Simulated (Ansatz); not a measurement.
Consider the substitution at a C–C bond: `CC(C)CCC(C)C` + `[NH2][AlH][Cl]` → `CC(C)[NH][AlH][Cl]` + `CCC(C)C`.

Isolated molecules relaxed with PBE0-D4/def2-TZVP in Ansatz; ΔE leaves out vibrations. CBS: MP2 limit from def2 TZ/QZ plus the TZ coupled-cluster correction, frozen cores. DFT in def2-TZVPP. One conformer a species, not always the lowest.

Task: Is it downhill or uphill in electronic energy at CCSD(T)/CBS, and by how much? (An estimate is asked.)

Result: Computed: Uphill: ΔE = +7.0 kcal/mol.

Task: What do these levels give: PBE0-D4, ωB97X-V, ωB97M-V, B2PLYP, PBE, MP2/def2-TZVPP, SCS-MP2/def2-TZVPP, CCSD(T)/def2-TZVPP, HF/def2-QZVPP, MP2/def2-QZVPP, SCS-MP2/def2-QZVPP, MP2/CBS(def2)? (Estimate.)

Result: The calculation gave: PBE0-D4 5.9, ωB97X-V 6.2, ωB97M-V 6.6, B2PLYP 5.4, PBE 4.7, MP2/def2-TZVPP 7.3, SCS-MP2/def2-TZVPP 6.4, CCSD(T)/def2-TZVPP 6.6, HF/def2-QZVPP 4.8, MP2/def2-QZVPP 7.6, SCS-MP2/def2-QZVPP 6.7, MP2/CBS(def2) 7.7 kcal/mol.

Largest T1 diagnostic among the species: 0.010.

In def2-TZVPP, CCSD(T) changes the Hartree–Fock value by +1.8 kcal/mol (the triples alone add +0.0 kcal/mol) and MP2 by +2.5 kcal/mol. From PBE to PBE0 (25 % exact exchange), in def2-TZVPP and without D4, ΔE moves by +0.7 kcal/mol.
